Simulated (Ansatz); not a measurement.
Ca:

```
CELL_PARAMETERS angstrom
-2.24000 2.24000 2.24000
2.24000 -2.24000 2.24000
2.24000 2.24000 -2.24000
ATOMIC_POSITIONS crystal
Ca 0.00000 0.00000 0.00000
```

This isn't the form of Ca at room conditions, which is fcc.

Base run:

```yaml
Program: Ansatz 0.2.0
Functional: LDA
Potentials_or_basis: all-electron LAPW, scalar-relativistic
Cutoff: 84 eV (chosen from the basis error)
Basis_error_allowed: 0.001 eV/atom
k_mesh: 8 × 8 × 8
Occupations: gaussian, width 0.05 eV
Spin: no spin polarisation
```

Its results: band gap on the k mesh none (metal or under the smearing width); pressure -2.5 GPa.

Task: The run is repeated on the same cell with these changes: functional from LDA to PBE. What comes out?

Result: Band gap on the k mesh none (metal or under the smearing width); pressure -1.0 GPa.

PBE binds less tightly than LDA, so the same cell stands under more pressure.

Caveats: the cell was measured hot, at 740 K.
